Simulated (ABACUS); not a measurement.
**Al: equation of state with BP86**

**Measured values to compare with.**

From “The interpretation of polycrystalline coherent inelastic neutron scattering from aluminium”, 2013, pmc:3831299, for a bulk crystal of Al: bulk modulus 76.9 GPa.

Al:

```xyz
1
Lattice="0.0000 2.0248 2.0248 2.0248 0.0000 2.0248 2.0248 2.0248 0.0000" Properties=species:S:1:pos:R:3 pbc="T T T"
Al    0.0000    0.0000    0.0000
```

| Item | Value |
| --- | --- |
| Program | ABACUS 3.10.1 |
| Task | equation of state |
| Functional | BP86 |
| Potentials or basis | SG15 ONCV 1.2 PBE |
| Cutoff | 816 eV |
| Density cutoff | 3265 eV |
| Basis | plane waves |
| k mesh | 9 × 9 × 9 |
| Occupations | fermi-dirac, width 0.05 eV |
| Spin | no spin polarisation |

```json
{"Equilibrium volume": "16.81 Å³/atom", "Bulk modulus": "75 GPa", "Pressure derivative of the bulk modulus": "3.5 (rough: it moves with the points fitted)"}
```

Energy against volume, from the lowest point:
```csv
volume (Å³/atom),energy (meV/atom)
15.607,22.22
16.271,4.01
16.935,0.00
17.599,7.89
```

All runs of the series together: 5 s on 4 threads of AMD EPYC 9R45 96-Core Processor (Zen 5) (shared host).

Against the measured bulk modulus of Al, 76.9 GPa (quoted in “The interpretation of polycrystalline coherent inelastic neutron scattering from aluminium”, 2013, pmc:3831299), the calculated 75 GPa is off by -2.6 %. The fit is for a static lattice scaled at fixed shape and fixed fractional positions.

Caveat: the potentials were made for another functional, which shifts forces and pressure.
